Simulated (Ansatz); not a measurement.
The elements of this relaxed trial crystal are hidden behind letters.

```
lattice vectors (Å)
   2.6205    0.0000    0.0000
  -1.3102    2.2694    0.0000
   0.0000    0.0000    7.8470
fractional positions
X 0.6667 0.3333 0.5000
Z 0.3333 0.6667 0.7448
Z 0.3333 0.6667 0.2552
Z 0.6667 0.3333 0.0000
```

Theory: DFT PBE, scalar-relativistic, plane waves, PAW (Ansatz). Plane waves to 420 eV, a 24×24×6 mesh through Γ for the 4-atom cell and 0.10 eV Gaussian smearing; collinear spin.

```
Space group                                : P-6m2 (No. 187)
Conventional cell                          : a = 2.620 Å, c = 7.847 Å
Volume per atom                            : 11.67 Å³
Density                                    : 7.23 g/cm³
Energy over the elements                   : −0.16 eV/atom
Gap on the 24×24×6 mesh of the 4-atom cell : 0 eV (a metal)
Net moment per atom                        : 0.12 μB
```

Energies are uncorrected and count from the elements' standard states at the same level.

Question: X is a p-block element of period 3 and Z is a d-block element of period 4. Which elements are they?

Answer: X = Al, Z = Ni, so the formula is AlNi3. Density times volume gives a mean mass of 7.23 × 11.67/1.6605 = 50.8 u per atom, and this set has 50.8 u. Al has 6 Ni at 2.44 Å and 6 Al at 2.62 Å; around Ni on a site of symmetry 3m lie 3 Al at 2.44 Å and 9 Ni at 2.51–2.62 Å; Ni on a site of symmetry -6m2 has 12 Ni at 2.51–2.62 Å. Other sets within the hints have nearly the same mass, so mass alone doesn't settle it; this one was computed.

Another magnetic order may lie lower. A structure relaxed within its symmetry needn't be a true minimum.
